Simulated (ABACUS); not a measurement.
BN under changes of volume

One of the cells (5.969 Å³/atom); the others are scaled copies at fixed shape and fractional positions:

```xyz
4
Lattice="2.5539 0.0000 0.0000 -1.2770 2.2118 0.0000 0.0000 0.0000 4.2269" Properties=species:S:1:pos:R:3 pbc="T T T"
N     0.0000    1.4745    0.5295
N     1.2770    0.7373    2.6430
B     0.0000    1.4745    2.1123
B     1.2770    0.7373    4.2257
```

Measurements of this composition are mostly on another form, of space group No. 194.

| Property | Result |
| --- | --- |
| Program | ABACUS 3.10.1 |
| Functional | PBEsol |
| Potentials or basis | PseudoDojo NC SR 0.4.1 PBEsol standard |
| Cutoff | 1143 eV |
| Density cutoff | 4572 eV |
| Basis | plane waves |
| k mesh | 12 × 12 × 6 |
| Occupations | fermi-dirac, width 0.05 eV |
| Spin | no spin polarisation |

```tsv
volume (Å³/atom)	energy over the lowest point (meV/atom)	pressure (GPa)	gap on the mesh (eV)	largest force (eV/Å)
5.611	16.26	20.0	4.94	0.042
5.730	4.84	10.8	4.97	0.024
5.850	0.00	2.3	5.01	0.007
5.969	1.16	-5.3	5.04	0.009
6.088	7.77	-12.3	5.06	0.024
6.208	19.35	-18.7	5.09	0.038
6.327	?	?	?	?
```

What does the run at 6.327 Å³/atom give?

Energy over the lowest point 35.44 meV/atom; pressure -24.4 GPa; gap on the mesh 5.11 eV; largest force 0.051 eV/Å.

Worked out: A Birch-Murnaghan fit of order 3 (a polynomial in V^(-2/3)) to the other rows has its minimum at 5.88 Å³/atom with B0 = V·E''(V) = 385 GPa and B' = 3.9 at fixed shape and positions, which overstates the stiffness. It gives 35.31 meV/atom at 6.327 Å³/atom, against the run's 35.44, and -dE/dV = -24.3 GPa, against -24.4. A straight line through the other rows of the gap, of slope 1.49 eV per unit of ln V, extrapolates to 5.12 eV, against the run's 5.11.

Energies are extrapolated to zero smearing.

Caveats: there are fewer bands than atomic start orbitals, so a level may be missed at k points of high symmetry.

A mesh can miss the band edges.
